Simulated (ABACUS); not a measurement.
# Pr (I4/mmm) in ABACUS: notebook

The runs below take Pr through equation of state, with PBE.

All numbers are computed with ABACUS 3.10.1; they aren't measurements. Logs are shortened: lines on timing, memory, paths and dates and some standing lists are left out, and cuts for length are marked.

**1. The crystal as given**

It takes space group I4/mmm (No. 139, tetragonal). The conventional cell has a = 4.389 Å, b = 4.389 Å, c = 3.772 Å, α = 90.00°, β = 90.00°, γ = 90.00°. Pr (site symmetry 4/mmm) is surrounded by 10 Pr at 3.63 to 3.77 Å.

This isn't the form of Pr at room conditions, which is double hcp.

**2. Equation of state, PBE, collinear spin, ferromagnetic start, 34.15 Å³/atom (volume scaled by 0.94)**

Contents of INPUT:

```
INPUT_PARAMETERS
suffix              Pr
calculation         scf
basis_type          pw
pseudo_dir          ./
symmetry            1
dft_functional      pbe
ecutwfc             49
pseudo_rcut         10
nspin               2
nbands              10
ks_solver           dav
smearing_method     fd
smearing_sigma      0.00367493
scf_thr             1e-08
scf_nmax            100
mixing_type         broyden
mixing_beta         0.4
cal_force           1
cal_stress          1
kpar                4
```

Contents of STRU:

```
ATOMIC_SPECIES
Pr 140.9077 Pr.upf

LATTICE_CONSTANT
1.8897261246

LATTICE_VECTORS
-2.1496748149 2.1496748149 1.8474483180
2.1496748149 -2.1496748149 1.8474483180
2.1496748149 2.1496748149 -1.8474483180

ATOMIC_POSITIONS
Direct

Pr
0.0
1
0.0000000000 0.0000000000 0.0000000000 1 1 1 mag 0
```

Contents of KPT:

```
K_POINTS
0
Gamma
9 9 9 0 0 0
```

Potentials or basis: PseudoDojo NC SR 0.4.1 PBE standard, lanthanides 3+ (f in core), plane waves.

Started as:

```
OMP_NUM_THREADS=1 mpirun -np 4 abacus > log
```

running log:

```text
ABACUS v3.10.1

               Atomic-orbital Based Ab-initio Computation at UStc

 ------------------------------------------------------------------------------------

 READING GENERAL INFORMATION
                           global_out_dir = OUT.Pr/
                           global_in_card = INPUT
                               pseudo_dir = ./
                              orbital_dir =
                                    DSIZE = 4
                                    GSIZE = 1

 READING UNITCELL INFORMATION
                                    ntype = 1
                  lattice constant (Bohr) = 1.88973
              lattice constant (Angstrom) = 1

 READING ATOM TYPE 1
                               atom label = Pr
                      L=0, number of zeta = 1
                      L=1, number of zeta = 1
                      L=2, number of zeta = 1
             number of atom for this type = 1
               magnetization of element 1 = 0
          Autoset magnetism for this atom = 1

                        TOTAL ATOM NUMBER = 1
DIRECT COORDINATES
    atom                   x                   y                   z     mag                  vx                  vy                  vz
taud_Pr1            0.0000000000        0.0000000000        0.0000000000  1.0000        0.0000000000        0.0000000000        0.0000000000

                          Volume (Bohr^3) = 230.449
                             Volume (A^3) = 34.1489

 Lattice vectors: (Cartesian coordinate: in unit of a_0)
             -2.14967            +2.14967            +1.84745
             +2.14967            -2.14967            +1.84745
             +2.14967            +2.14967            -1.84745
 Reciprocal vectors: (Cartesian coordinate: in unit of 2 pi/a_0)
                   +0           +0.232593           +0.270644
            +0.232593                  +0           +0.270644
            +0.232593           +0.232593                  +0
 The esolver type has been set to : ksdft_pw

                PAO radial cut off (Bohr) = 10

 Read in pseudopotential file is Pr.upf
                     pseudopotential type = NC
          exchange-correlation functional = PBE
                 nonlocal core correction = 1
                        valence electrons = 11
                                     lmax = 3
                           number of zeta = 4
                     number of projectors = 7
                           L of projector = 0
                           L of projector = 0
                           L of projector = 1
                           L of projector = 1
                           L of projector = 2
                           L of projector = 2
                           L of projector = 3
[... 169 lines left out ...]
 Make real space PAO into reciprocal space.
       max mesh points in Pseudopotential = 1001
     dq(describe PAO in reciprocal space) = 0.01
                                    max q = 844

 number of pseudo atomic orbitals for Pr is 4
WARNING: norm of atomic wavefunction # 3 of atomic type Pr is 0.999628, renormalized
WARNING: norm of atomic wavefunction # 4 of atomic type Pr is 0.998422, renormalized

 -------------------------------------------
 SELF-CONSISTENT
 -------------------------------------------
                                 init_chg = atomic

 PW ALGORITHM --------------- ION=   1  ELEC=   1--------------------------------
 Notice: Threshold on eigenvalues was too large.
 hsover_error=0.11 > DRHO=0.00473304
 Origin diag ethr = 0.01
 New diag ethr = 4.30276e-05
          total magnetism (Bohr mag/cell) = 0.399473
       absolute magnetism (Bohr mag/cell) = 0.399513
                        nelec for spin up = 5.69974
                      nelec for spin down = 5.30026

 Density error is 0.00554232208766
                          Error Threshold = 4.3027608904e-05
----------------------------------------------------------
     Energy           Rydberg                 eV
----------------------------------------------------------
 E_KohnSham     -73.6810478646       -1002.4820855693
 E_Harris       -73.8418694132       -1004.6701749918
 E_Fermi        0.8420684056         11.4569284223
----------------------------------------------------------
[... 103 lines left out ...]
 Density error is 4.6978313894e-09
                          Error Threshold = 1.71466052936e-10
----------------------------------------------------------
     Energy           Rydberg                 eV
----------------------------------------------------------
 E_KohnSham     -73.6842314849       -1002.5254009456
 E_KS(sigma->0) -73.6836510868       -1002.5175042242
 E_Harris       -73.6843390127       -1002.5268639362
 E_band         -4.3348453204        -58.9785963065
 E_one_elec     -7.6263328253        -103.7615812687
 E_Hartree      8.0649351020         109.7290713876
 E_xc           -17.1609550760       -233.4867721550
 E_Ewald        -56.9607178894       -774.9903254668
 E_entropy(-TS) -0.0011607962        -0.0157934427
 E_descf        0.0000000000         0.0000000000
 E_exx          0.0000000000         0.0000000000
 E_Fermi        0.8381925121         11.4041941852
----------------------------------------------------------

 charge density convergence is achieved
 final etot is -1002.5254009 eV
 EFERMI = 11.404194185 eV

 STATE ENERGY(eV) AND OCCUPATIONS    NSPIN == 2
SPIN UP :
 1/19 kpoint (Cartesian) = 0.0000 0.0000 0.0000 (1327 pws)
       1       -24.9229     0.00137174
       2       -6.23072     0.00137174
       3       -6.23072     0.00137174
       4       -6.16222     0.00137174
       5        7.69961     0.00137174
       6        12.0240    5.66742e-09
       7        13.5823    1.65294e-22
       8        13.5823    1.65294e-22
       9        14.0117    3.07883e-26
      10        16.2027    2.87262e-45
[... 49 lines left out ...]
 6/19 kpoint (Cartesian) = -0.025844 -0.025844 0.060143 (1339 pws)
       1       -24.8563      0.0109739
       2       -6.67529      0.0109739
       3       -6.31905      0.0109739
       4       -6.30363      0.0109739
       5        8.87177      0.0109739
       6        11.9330    2.79814e-07
       7        12.5995    4.55134e-13
       8        13.8837    3.18867e-24
       9        15.0368    3.07838e-34
      10        15.1114    6.91320e-35

[... levels at 32 further k points ...]

------------------------------------------------------------------------------------------
 TOTAL-FORCE (eV/Angstrom)
------------------------------------------------------------------------------------------
                       Pr1         0.0000000000         0.0000000000         0.0000000000
------------------------------------------------------------------------------------------

----------------------------------------------------------------
 TOTAL-STRESS (KBAR)
----------------------------------------------------------------
        19.0394711597        -0.0000000000         0.0000000000
        -0.0000000000        19.0394711597        -0.0000000000
         0.0000000000         0.0000000000        16.3570626565
----------------------------------------------------------------
 TOTAL-PRESSURE: 18.145335 KBAR

 --------------------------------------------
 !FINAL_ETOT_IS -1002.5254009455965161 eV
 --------------------------------------------
```

It took 9.8 s on 4 MPI ranks of Intel Xeon Platinum 8488C (Sapphire Rapids), shared host; peak memory 0.28 GiB.

Results:

```
Free energy            : -1002.5254 eV
Band gap on the k mesh : none (metal or under the smearing width)
Net moment             : 0.00 μB per cell
Absolute moment        : 0.00 μB per cell
```

Caveat: the local potential of these files has a noisy tail that shifts the pressure, which isn't listed; the magnetic or orbital state may not be the lowest; all typed moments are zero, and the program then starts from 1 μB on every atom; the noisy tail tilts energy against volume too; spin-orbit coupling is left out, which moves the levels of the heavy elements; the 4f electrons are frozen in the core as for a trivalent ion, so they carry no moment and show no levels.

**3. Equation of state, PBE, collinear spin, ferromagnetic start, 34.88 Å³/atom (volume scaled by 0.96)**

INPUT is that of step 2.

Contents of STRU:

```
ATOMIC_SPECIES
Pr 140.9077 Pr.upf

LATTICE_CONSTANT
1.8897261246

LATTICE_VECTORS
-2.1648138687 2.1648138687 1.8604589461
2.1648138687 -2.1648138687 1.8604589461
2.1648138687 2.1648138687 -1.8604589461

ATOMIC_POSITIONS
Direct

Pr
0.0
1
0.0000000000 0.0000000000 0.0000000000 1 1 1 mag 0
```

KPT is that of step 2.

Potentials or basis: PseudoDojo NC SR 0.4.1 PBE standard, lanthanides 3+ (f in core), plane waves.

Started as:

```
OMP_NUM_THREADS=1 mpirun -np 4 abacus > log
```

It took 6.4 s on 4 MPI ranks of Intel Xeon Platinum 8488C (Sapphire Rapids), shared host; peak memory 0.28 GiB.

The run converged. Its results:

```
Free energy            : -1002.5319 eV
Band gap on the k mesh : none (metal or under the smearing width)
Net moment             : 0.00 μB per cell
Absolute moment        : 0.00 μB per cell
```

Caveat: the local potential of these files has a noisy tail that shifts the pressure, which isn't listed; the magnetic or orbital state may not be the lowest; all typed moments are zero, and the program then starts from 1 μB on every atom; the noisy tail tilts energy against volume too; spin-orbit coupling is left out, which moves the levels of the heavy elements; the 4f electrons are frozen in the core as for a trivalent ion, so they carry no moment and show no levels.

**4. Equation of state, PBE, collinear spin, ferromagnetic start, 35.60 Å³/atom (volume scaled by 0.98)**

INPUT is that of step 3.

Contents of STRU:

```
ATOMIC_SPECIES
Pr 140.9077 Pr.upf

LATTICE_CONSTANT
1.8897261246

LATTICE_VECTORS
-2.1797440913 2.1797440913 1.8732901029
2.1797440913 -2.1797440913 1.8732901029
2.1797440913 2.1797440913 -1.8732901029

ATOMIC_POSITIONS
Direct

Pr
0.0
1
0.0000000000 0.0000000000 0.0000000000 1 1 1 mag 0
```

KPT is that of step 3.

Started as:

```
OMP_NUM_THREADS=1 mpirun -np 4 abacus > log
```

Wall time 6.2 s (4 MPI ranks of Intel Xeon Platinum 8488C (Sapphire Rapids), shared host); peak memory 0.32 GiB.

It converged, with:

* Free energy: -1002.5350 eV
* Band gap on the k mesh: none (metal or under the smearing width)
* Net moment: 0.00 μB per cell
* Absolute moment: 0.00 μB per cell

Caveat: the local potential of these files has a noisy tail that shifts the pressure, which isn't listed; the magnetic or orbital state may not be the lowest; all typed moments are zero, and the program then starts from 1 μB on every atom; the noisy tail tilts energy against volume too; spin-orbit coupling is left out, which moves the levels of the heavy elements; the 4f electrons are frozen in the core as for a trivalent ion, so they carry no moment and show no levels.

**5. Equation of state, PBE, collinear spin, ferromagnetic start, 36.33 Å³/atom**

INPUT is that of step 4.

Contents of STRU:

```
ATOMIC_SPECIES
Pr 140.9077 Pr.upf

LATTICE_CONSTANT
1.8897261246

LATTICE_VECTORS
-2.1944725387 2.1944725387 1.8859478524
2.1944725387 -2.1944725387 1.8859478524
2.1944725387 2.1944725387 -1.8859478524

ATOMIC_POSITIONS
Direct

Pr
0.0
1
0.0000000000 0.0000000000 0.0000000000 1 1 1 mag 0
```

KPT is that of step 4.

Started as:

```
OMP_NUM_THREADS=1 mpirun -np 4 abacus > log
```

It took 6.5 s on 4 MPI ranks of Intel Xeon Platinum 8488C (Sapphire Rapids), shared host; peak memory 0.28 GiB.

Results (log left out):

```
Free energy            : -1002.5350 eV
Band gap on the k mesh : none (metal or under the smearing width)
Net moment             : 0.00 μB per cell
Absolute moment        : 0.00 μB per cell
```

Caveat: the local potential of these files has a noisy tail that shifts the pressure, which isn't listed; the magnetic or orbital state may not be the lowest; all typed moments are zero, and the program then starts from 1 μB on every atom; the noisy tail tilts energy against volume too; spin-orbit coupling is left out, which moves the levels of the heavy elements; the 4f electrons are frozen in the core as for a trivalent ion, so they carry no moment and show no levels.

**6. Equation of state, PBE, collinear spin, ferromagnetic start, 37.06 Å³/atom (volume scaled by 1.02)**

INPUT is that of step 5.

Contents of STRU:

```
ATOMIC_SPECIES
Pr 140.9077 Pr.upf

LATTICE_CONSTANT
1.8897261246

LATTICE_VECTORS
-2.2090058930 2.2090058930 1.8984379373
2.2090058930 -2.2090058930 1.8984379373
2.2090058930 2.2090058930 -1.8984379373

ATOMIC_POSITIONS
Direct

Pr
0.0
1
0.0000000000 0.0000000000 0.0000000000 1 1 1 mag 0
```

KPT is that of step 5.

Potentials or basis: PseudoDojo NC SR 0.4.1 PBE standard, lanthanides 3+ (f in core), plane waves.

Started as:

```
OMP_NUM_THREADS=1 mpirun -np 4 abacus > log
```

Run time: 6.1 s. Hardware: 4 MPI ranks of Intel Xeon Platinum 8488C (Sapphire Rapids), shared host; peak memory 0.32 GiB.

The run converged. Its results:

```
Free energy            : -1002.5321 eV
Band gap on the k mesh : none (metal or under the smearing width)
Net moment             : 0.00 μB per cell
Absolute moment        : 0.00 μB per cell
```

Caveat: the local potential of these files has a noisy tail that shifts the pressure, which isn't listed; the magnetic or orbital state may not be the lowest; all typed moments are zero, and the program then starts from 1 μB on every atom; the noisy tail tilts energy against volume too; spin-orbit coupling is left out, which moves the levels of the heavy elements; the 4f electrons are frozen in the core as for a trivalent ion, so they carry no moment and show no levels.

**7. Equation of state, PBE, collinear spin, ferromagnetic start, 37.78 Å³/atom (volume scaled by 1.04)**

INPUT is that of step 6.

Contents of STRU:

```
ATOMIC_SPECIES
Pr 140.9077 Pr.upf

LATTICE_CONSTANT
1.8897261246

LATTICE_VECTORS
-2.2233504890 2.2233504890 1.9107658018
2.2233504890 -2.2233504890 1.9107658018
2.2233504890 2.2233504890 -1.9107658018

ATOMIC_POSITIONS
Direct

Pr
0.0
1
0.0000000000 0.0000000000 0.0000000000 1 1 1 mag 0
```

KPT is that of step 6.

Started as:

```
OMP_NUM_THREADS=1 mpirun -np 4 abacus > log
```

It took 8.2 s on 4 MPI ranks of Intel Xeon Platinum 8488C (Sapphire Rapids), shared host; peak memory 0.28 GiB.

The run converged. Its results:

| Quantity | Value |
| --- | --- |
| Free energy | -1002.5266 eV |
| Band gap on the k mesh | none (metal or under the smearing width) |
| Net moment | 0.00 μB per cell |
| Absolute moment | 0.00 μB per cell |

Caveat: the local potential of these files has a noisy tail that shifts the pressure, which isn't listed; the magnetic or orbital state may not be the lowest; all typed moments are zero, and the program then starts from 1 μB on every atom; the noisy tail tilts energy against volume too; spin-orbit coupling is left out, which moves the levels of the heavy elements; the 4f electrons are frozen in the core as for a trivalent ion, so they carry no moment and show no levels.

**8. Equation of state, PBE, collinear spin, ferromagnetic start, 38.51 Å³/atom (volume scaled by 1.06)**

INPUT is that of step 7.

Contents of STRU:

```
ATOMIC_SPECIES
Pr 140.9077 Pr.upf

LATTICE_CONSTANT
1.8897261246

LATTICE_VECTORS
-2.2375123389 2.2375123389 1.9229366127
2.2375123389 -2.2375123389 1.9229366127
2.2375123389 2.2375123389 -1.9229366127

ATOMIC_POSITIONS
Direct

Pr
0.0
1
0.0000000000 0.0000000000 0.0000000000 1 1 1 mag 0
```

KPT is that of step 7.

Started as:

```
OMP_NUM_THREADS=1 mpirun -np 4 abacus > log
```

It took 7.3 s on 4 MPI ranks of Intel Xeon Platinum 8488C (Sapphire Rapids), shared host; peak memory 0.32 GiB.

It converged, with:

* Free energy: -1002.5188 eV
* Band gap on the k mesh: none (metal or under the smearing width)
* Net moment: 0.00 μB per cell
* Absolute moment: 0.00 μB per cell

Caveat: the local potential of these files has a noisy tail that shifts the pressure, which isn't listed; the magnetic or orbital state may not be the lowest; all typed moments are zero, and the program then starts from 1 μB on every atom; the noisy tail tilts energy against volume too; spin-orbit coupling is left out, which moves the levels of the heavy elements; the 4f electrons are frozen in the core as for a trivalent ion, so they carry no moment and show no levels.

**9. Equation of state, PBE, collinear spin, ferromagnetic start**

Potentials or basis: PseudoDojo NC SR 0.4.1 PBE standard, lanthanides 3+ (f in core), plane waves.

This step only gathers the single runs of the series.

Energy against volume, from the lowest point:
| volume (Å³/atom) | energy (meV/atom) |
| --- | --- |
| 34.149 | 9.56 |
| 34.876 | 3.10 |
| 35.602 | 0.00 |
| 36.329 | 0.00 |
| 37.055 | 2.85 |
| 37.782 | 8.32 |
| 38.508 | 16.20 |

Caveat: the local potential of these files has a noisy tail that shifts the pressure, which isn't listed; the magnetic or orbital state may not be the lowest; all typed moments are zero, and the program then starts from 1 μB on every atom; the noisy tail tilts energy against volume too; spin-orbit coupling is left out, which moves the levels of the heavy elements; the 4f electrons are frozen in the core as for a trivalent ion, so they carry no moment and show no levels. The state reached can hang on the start; a lower one may exist.
